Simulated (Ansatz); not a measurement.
Input and command of a plane-wave DFT calculation in Ansatz:

```yaml
crystal:
  lattice:
    - [3.2215385255, 0.0, 0.0]
    - [-1.6107692628, 2.7899342023, 0.0]
    - [0.0, 0.0, 5.4717999706]
  atoms:
    - { symbol: Hf, position: [0.6666666667, 0.3333333333, 0.75] }
    - { symbol: Hf, position: [0.3333333333, 0.6666666667, 0.25] }
    - { symbol: "N", position: [0.0, 0.0, 0.0] }
    - { symbol: "N", position: [0.0, 0.0, 0.5] }
basis:
  ecutwfc: 420
kpoints:
  mp_grid: { grid: [18, 18, 10] }
hamiltonian:
  xc: pbesol
scf:
  occupations: { method: gaussian, width: 0.15 }
output:
  forces: true
  stress: true
  eigenvalues: true
  write_density: true
  write_potential: true
  elf: true
  volumetric_format: npy
```

```bash
ansatz run input.yaml --threads 2 --pin off --max-ram 5120MiB --backend cpu --events-out ev --progress --plain --runs-dir out
```

Processor: AMD EPYC (Zen 3), 2 threads, on a host shared with other jobs.

Task: Estimate time, memory and problem size.

Result: About 30 s on 2 threads of AMD EPYC (Zen 3), on a shared host, peak memory 0.6 GiB. It solves 38 bands at 222 k points (the mesh reduced by symmetry) with about 967 plane waves, in 7 SCF iterations.
